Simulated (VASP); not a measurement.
# CoSi (Fm-3m) in VASP: relaxation of cell and atoms with PBE

Aim: the relaxation of cell and atoms of CoSi with PBE.

Program: VASP 6.6.1. These are calculated values, not measurements. Logs are shortened: lines on timing, memory, paths and dates and some standing lists are left out, and cuts for length are marked.

### 1 The structure

Symmetry: Fm-3m, No. 225, cubic system. Conventional cell: a = 4.490 Å, b = 4.490 Å, c = 4.490 Å, α = 90.00°, β = 90.00°, γ = 90.00°. Co (site symmetry m-3m) has 6 Si at 2.24 Å as nearest neighbours. Si (site symmetry m-3m) is surrounded by 6 Co at 2.24 Å.

The cell was built by a generator and needn't be a form met in nature.

### 2 Relaxation of cell and atoms, PBE, collinear spin, ferromagnetic start

File INCAR:

```
PREC = Normal
ENCUT = 520
EDIFF = 1E-4
ISMEAR = 0
SIGMA = 0.15
LREAL = F
LASPH = T
NELM = 60
ALGO = Fast
ISIF = 3
LWAVE = F
LCHARG = F
ISPIN = 2
MAGMOM = 2 0
LORBIT = 11
LMAXMIX = 4
GGA = PE
IBRION = 2
NSW = 24
EDIFFG = -0.08
```

File KPOINTS:

```
regular mesh
0
Gamma
  8 8 8
```

File POSCAR:

```
CoSi
1.0
    0.0000000000      2.2449910300      2.2449910300
    2.2449910300      0.0000000000      2.2449910300
    2.2449910300      2.2449910300      0.0000000000
Co Si
1 1
Direct
    0.5000000000      0.5000000000      0.5000000000
    0.0000000000      0.0000000000      0.0000000000
```

Potentials or basis: VASP PAW PBE potentials, release 64 (Co, Si).

Run with:

```bash
> cat potpaw_PBE.64/Co/POTCAR potpaw_PBE.64/Si/POTCAR > POTCAR
> mpirun -np 1 vasp_std > vasp.out
```

OUTCAR:

```text
PREC = Normal
   ENCUT = 520
   EDIFF = 1E-4
   ISMEAR = 0
   LREAL = F
   LASPH = T
   NELM = 60
   ISIF = 3
   ISPIN = 2
   LORBIT = 11
   GGA = PE
   IBRION = 2
   NSW = 24
   EDIFFG = -0.08

 ion  position               nearest neighbor table
   1  0.500  0.500  0.500-   2 2.24   2 2.24   2 2.24   2 2.24   2 2.24   2 2.24
   2  0.000  0.000  0.000-   1 2.24   1 2.24   1 2.24   1 2.24   1 2.24   1 2.24

  LATTYP: Found a face centered cubic cell.
 ALAT       =     4.4899820600

  Lattice vectors:

 A1 = (   0.0000000000,   2.2449910300,   2.2449910300)
 A2 = (   2.2449910300,   0.0000000000,   2.2449910300)
 A3 = (   2.2449910300,   2.2449910300,   0.0000000000)

Analysis of symmetry for initial positions (statically):
=====================================================================
 Subroutine PRICEL returns:
 Original cell was already a primitive cell.

 Routine SETGRP: Setting up the symmetry group for a
 face centered cubic supercell.

 Subroutine GETGRP returns: Found 48 space group operations
 (whereof 48 operations were pure point group operations)
 out of a pool of 48 trial point group operations.

The static configuration has the point symmetry O_h .

Analysis of symmetry for dynamics (positions and initial velocities):
=====================================================================
 Subroutine PRICEL returns:
 Original cell was already a primitive cell.

 Routine SETGRP: Setting up the symmetry group for a
 face centered cubic supercell.

 Subroutine GETGRP returns: Found 48 space group operations
 (whereof 48 operations were pure point group operations)
 out of a pool of 48 trial point group operations.

The dynamic configuration has the point symmetry O_h .

Analysis of structural, dynamic, and magnetic symmetry:
=====================================================================
 Subroutine PRICEL returns:
 Original cell was already a primitive cell.

 Routine SETGRP: Setting up the symmetry group for a
 face centered cubic supercell.

 Subroutine GETGRP returns: Found 48 space group operations
 (whereof 48 operations were pure point group operations)
 out of a pool of 48 trial point group operations.

The overall configuration has the point symmetry O_h .

 Subroutine INISYM returns: Found 48 space group operations
 (whereof 48 operations are pure point group operations),
 and found     1 'primitive' translations

----------------------------------------------------------------------------------------

                                     Primitive cell

  volume of cell :      22.6294

  direct lattice vectors                    reciprocal lattice vectors
     0.000000000  2.244991030  2.244991030    -0.222718039  0.222718039  0.222718039
     2.244991030  0.000000000  2.244991030     0.222718039 -0.222718039  0.222718039
     2.244991030  2.244991030  0.000000000     0.222718039  0.222718039 -0.222718039

  length of vectors
     3.174896762  3.174896762  3.174896762     0.385758959  0.385758959  0.385758959

  position of ions in fractional coordinates (direct lattice)
     0.500000000  0.500000000  0.500000000
     0.000000000  0.000000000  0.000000000

  ion indices of the primitive-cell ions
   primitive index   ion index
                 1           1
                 2           2

----------------------------------------------------------------------------------------

 KPOINTS: regular mesh

Automatic generation of k-mesh.
 Grid dimensions read from file:
 generate k-points for:    8    8    8

 Generating k-lattice:

  Cartesian coordinates                     Fractional coordinates (reciprocal lattice)
    -0.027839755  0.027839755  0.027839755     0.125000000  0.000000000  0.000000000
     0.027839755 -0.027839755  0.027839755     0.000000000  0.125000000  0.000000000
     0.027839755  0.027839755 -0.027839755     0.000000000  0.000000000  0.125000000

  Length of vectors
     0.048219870  0.048219870  0.048219870

  Shift w.r.t. Gamma in fractional coordinates (k-lattice)
     0.000000000  0.000000000  0.000000000

 Subroutine IBZKPT returns following result:
 ===========================================

 Found     29 irreducible k-points:

 Following reciprocal coordinates:
            Coordinates               Weight
  0.000000  0.000000  0.000000      1.000000
  0.125000  0.000000  0.000000      8.000000
  0.250000  0.000000  0.000000      8.000000
  0.375000  0.000000  0.000000      8.000000
  0.500000  0.000000  0.000000      4.000000
  0.125000  0.125000  0.000000      6.000000
[... 16 lines left out ...]
  0.500000  0.250000  0.125000     48.000000
 -0.375000  0.250000  0.125000     24.000000
 [... further k-points ...]
   k-points           NKPTS =     29   k-points in BZ     NKDIM =     29   number of bands    NBANDS=     11
   number of dos      NEDOS =    301   number of ions     NIONS =      2
   total plane-waves  NPLWV =   5832
   dimension x,y,z NGX =    18 NGY =   18 NGZ =   18
   dimension x,y,z NGXF=    36 NGYF=   36 NGZF=   36
   ions per type =               1   1
   NGX,Y,Z   is equivalent  to a cutoff of   9.43,  9.43,  9.43 a.u.
   NGXF,Y,Z  is equivalent  to a cutoff of  18.85, 18.85, 18.85 a.u.
 SYSTEM =  unknown system
   PREC   = normal    normal or accurate (medium, high low for compatibility)
   ISTART =      0    job   : 0-new  1-cont  2-samecut
   ICHARG =      2    charge: 1-file 2-atom 10-const
   ISPIN  =      2    spin polarized calculation?
   LNONCOLLINEAR =      F non collinear calculations
   LSORBIT =      F    spin-orbit coupling
   LASPH  =      T    aspherical Exc in radial PAW
   ENCUT  =  520.0 eV  38.22 Ry    6.18 a.u.   5.90  5.90  5.90*2*pi/ulx,y,z
   NELM   =     60;   NELMIN=  2; NELMDL= -5     # of ELM steps
   EDIFF  = 0.1E-03   stopping-criterion for ELM
   LREAL  =      F    real-space projection
   EDIFFG = -.8E-01   stopping-criterion for IOM
   NSW    =     24    number of steps for IOM
   IBRION =      2    ionic relax: 0-MD 1-quasi-New 2-CG
   NFREE  =      1    steps in history (QN), initial steepest desc. (CG)
   ISIF   =      3    stress and relaxation
   ISYM   =      2    0-nonsym 1-usesym 2-fastsym
   POTIM  = 0.5000    time-step for ionic-motion
   TEBEG  =    0.0;   TEEND  =   0.0 temperature during run
   PSTRESS=    0.0 pullay stress
   NELECT =      13.0000    total number of electrons
   NUPDOWN=      -1.0000    fix difference up-down
   EMIN   =  10.00;   EMAX   =-10.00  energy-range for DOS
   EFERMI =   0.00;   METHOD = LEGACY
   ISMEAR =     0;   SIGMA  =   0.15  broadening in eV -4-tet -1-fermi 0-gaus
   EFERMI_NEDOS =   21; number of points for ismear=-14 and -15
   IALGO  =     68    algorithm
   IMIX   =      4    mixing-type and parameters
     AMIX     =   0.40;   BMIX     =  1.00
     AMIX_MAG =   1.60;   BMIX_MAG =  1.00
  volume/ion in A,a.u.               =      11.31        76.36
  Fermi-wavevector in a.u.,A,eV,Ry     =   1.360916  2.571758 25.199249  1.852093
  Thomas-Fermi vector in A             =   2.487537
   LORBIT       =     11    0 simple, 1 ext, 2 COOP (PROOUT), +10 PAW based schemes
   GGA     = PE    functional components
   LHFCALC =     F    Hartree Fock is set to
   AEXX    =    0.0000 exact exchange contribution
   IVDW    =     0    specifies the selected vdW correction
   LEPSILON=     F    determine dielectric tensor
   LRPA    =     F    only Hartree local field effects (RPA)
 conjugate gradient relaxation of ions
 spin polarized calculation
 RMM-DIIS sequential band-by-band and
 Gauss-broadening in eV      SIGMA  =   0.15
  energy-cutoff  :      520.00
  volume of cell :       22.63
 maximum number of plane-waves:       620
   NGX = 11   NGY = 11   NGZ = 11

--------------------------------------- Ionic step        1  -------------------------------------------

 number of electron      12.9999985 magnetization      -0.0069508

 number of electron      12.9999985 magnetization       0.0103501

 Free energy of the ion-electron system (eV)
  ---------------------------------------------------
  ext. energy  EPLUGINS =         0.00000000
  ---------------------------------------------------
  free energy    TOTEN  =       -12.11750208 eV

  energy without entropy =      -12.10514316  energy(sigma->0) =      -12.11132262

 E-fermi :  11.5063     XC(G=0): -12.5900

 val. band max:       11.4485851536   @ k =  -0.3750   0.5000   0.1250
 cond. band min:      11.5189054312   @ k =   0.5000   0.5000   0.0000
 fundamental gap:      0.0703202777
 Fermi energy:        11.5063497329

 spin component 1

 k-point     1 :       0.0000    0.0000    0.0000
  band No.  band energies     occupation
      1      -1.6145      1.00000
      2       9.1403      1.00000
      3       9.1403      1.00000
      4       9.1403      1.00000
      5       9.2840      1.00000
      6       9.2840      1.00000
      7      16.4333      0.00000
      8      16.4334      0.00000
      9      16.4334      0.00000
     10      22.7439      0.00000
     11      22.7456      0.00000

 k-point     2 :       0.1250    0.0000    0.0000
  band No.  band energies     occupation
      1      -1.2673      1.00000
      2       8.8595      1.00000
      3       9.0377      1.00000
      4       9.0377      1.00000
      5       9.3298      1.00000
      6       9.3298      1.00000
      7      15.0889      0.00000
      8      16.6721      0.00000
      9      16.6721      0.00000
     10      21.3338      0.00000
     11      22.8689      0.00000
[... 737 lines left out ...]
 VOLUME and BASIS-vectors are now :
 -----------------------------------------------------------------------------
  energy-cutoff  :      520.00
  volume of cell :       25.52
      direct lattice vectors                 reciprocal lattice vectors
    -0.000000000  2.336632875  2.336632875    -0.213983123  0.213983123  0.213983123
     2.336632875 -0.000000000  2.336632875     0.213983123 -0.213983123  0.213983123
     2.336632875  2.336632875  0.000000000     0.213983123  0.213983123 -0.213983123

 POSITION                                       TOTAL-FORCE (eV/Angst)
 -----------------------------------------------------------------------------------
      2.33663      2.33663      2.33663         0.000000      0.000000      0.000000
      0.00000      0.00000      0.00000        -0.000000     -0.000000     -0.000000
 -----------------------------------------------------------------------------------
    total drift:                               -0.000000      0.000000     -0.000000

  FREE ENERGIE OF THE ION-ELECTRON SYSTEM (eV)
  ---------------------------------------------------
  free  energy   TOTEN  =       -12.2945897680 eV

  energy  without entropy=      -12.2795570803  energy(sigma->0) =      -12.28707342

--------------------------------------- Ionic step        4  -------------------------------------------

 number of electron      12.9999995 magnetization       0.0000012

 Free energy of the ion-electron system (eV)
  ---------------------------------------------------
  ext. energy  EPLUGINS =         0.00000000
  ---------------------------------------------------
  free energy    TOTEN  =       -12.29530757 eV

  energy without entropy =      -12.28046369  energy(sigma->0) =      -12.28788563

 E-fermi :   9.8262     XC(G=0): -12.0364

 val. band max:        9.8141294826   @ k =  -0.3750   0.5000   0.1250
 cond. band min:       9.8569142484   @ k =   0.3750   0.0000   0.0000
 fundamental gap:      0.0427847658
 Fermi energy:         9.8261532802

 spin component 1

 k-point     1 :       0.0000    0.0000    0.0000
  band No.  band energies     occupation
      1      -2.3541      1.00000
      2       7.9139      1.00000
      3       7.9139      1.00000
      4       7.9139      1.00000
      5       7.9995      1.00000
      6       7.9995      1.00000
      7      14.2145      0.00000
      8      14.2145      0.00000
      9      14.2145      0.00000
     10      20.5641      0.00000
     11      20.5642      0.00000

 k-point     2 :       0.1250    0.0000    0.0000
  band No.  band energies     occupation
      1      -2.0366      1.00000
      2       7.6654      1.00000
      3       7.7848      1.00000
      4       7.7848      1.00000
      5       8.0599      1.00000
      6       8.0599      1.00000
      7      12.9457      0.00000
      8      14.4394      0.00000
      9      14.4394      0.00000
     10      19.3087      0.00000
     11      20.6778      0.00000
[... 661 lines left out ...]
 VOLUME and BASIS-vectors are now :
 -----------------------------------------------------------------------------
  energy-cutoff  :      520.00
  volume of cell :       25.32
      direct lattice vectors                 reciprocal lattice vectors
    -0.000000000  2.330789765  2.330789765    -0.214519562  0.214519562  0.214519562
     2.330789765 -0.000000000  2.330789765     0.214519562 -0.214519562  0.214519562
     2.330789765  2.330789765  0.000000000     0.214519562  0.214519562 -0.214519562

 POSITION                                       TOTAL-FORCE (eV/Angst)
 -----------------------------------------------------------------------------------
      2.33079      2.33079      2.33079         0.000000     -0.000000     -0.000000
      0.00000      0.00000      0.00000        -0.000000      0.000000      0.000000
 -----------------------------------------------------------------------------------
    total drift:                               -0.000000      0.000000     -0.000000

  FREE ENERGIE OF THE ION-ELECTRON SYSTEM (eV)
  ---------------------------------------------------
  free  energy   TOTEN  =       -12.2953075742 eV

  energy  without entropy=      -12.2804636869  energy(sigma->0) =      -12.28788563

 reached required accuracy - stopping structural energy minimisation

 total charge

# of ion       s       p       d       tot
------------------------------------------
    1        0.474   0.439   7.580   8.494
    2        0.783   0.853   0.000   1.636
--------------------------------------------------
tot          1.258   1.292   7.580  10.130

 magnetization (x)

# of ion       s       p       d       tot
------------------------------------------
    1        0.000   0.000   0.000   0.000
    2       -0.000  -0.000   0.000  -0.000
--------------------------------------------------
tot         -0.000  -0.000   0.000   0.000
```

It took 18 s on 1 thread of Intel Xeon Platinum 8488C (Sapphire Rapids), shared host; peak memory 0.13 GiB.

What came out:

- Free energy: -12.2953 eV
- Relaxed volume: 12.66 Å³/atom
- Relaxed cell: a = 3.296 Å, b = 3.296 Å, c = 3.296 Å, α = 60.00°, β = 60.00°, γ = 60.00°
- Space group after relaxing (to 0.05 Å): Fm-3m (No. 225)
- Energy gained by relaxing: 88.9 meV/atom
- Ionic steps: 4
- Pressure after relaxing: -0.9 GPa
- Band gap on the k mesh: none (metal or under the smearing width)
- Net moment: 0.00 μB per cell
- Valence electrons inside the program's atomic spheres: Co 8.49; Si 1.64

The path:
```csv
step,energy change (eV),largest force (eV/Å),pressure (GPa),volume (Å³)
1,0.0000,0.0000,22.52,22.63
2,-0.0378,0.0000,-16.96,28.25
3,-0.1771,0.0000,-1.36,25.52
4,-0.1778,0.0000,-0.85,25.32
```

Final structure:
```
Co Si
1.0
     0.00000    2.33079    2.33079
     2.33079    0.00000    2.33079
     2.33079    2.33079    0.00000
Co Si
1 1
Direct
  0.50000 0.50000 0.50000
  0.00000 0.00000 0.00000
```

Levels at points of the mesh, in eV from the Fermi level:
Spin up:
```tsv
k point	band 4	band 5	band 6	band 7	band 8	band 9
(0.00, 0.00, 0.00)	-1.91	-1.83	-1.83	4.39	4.39	4.39
(0.50, 0.00, 0.00)	-2.95	-0.90	-0.90	-0.24	6.54	6.54
(0.50, 0.50, 0.00)	-1.38	-0.67	-0.67	0.05	0.05	0.24
```
Spin down:
```csv
k point,band 3,band 4,band 5,band 6,band 7,band 8,band 9,band 10
"(0.00, 0.00, 0.00)",-1.91,-1.91,-1.83,-1.83,4.39,4.39,4.39,10.74
"(0.50, 0.00, 0.00)",-2.95,-2.95,-0.90,-0.90,-0.24,6.54,6.54,6.78
"(0.50, 0.50, 0.00)",-3.06,-1.38,-0.67,-0.67,0.05,0.05,0.24,4.84
```

Caveat: the starting moments collapsed, and a magnetic state may lie lower; the relaxation stopped at a loose force limit of 0.08 eV/Å, so its end isn't a converged minimum.
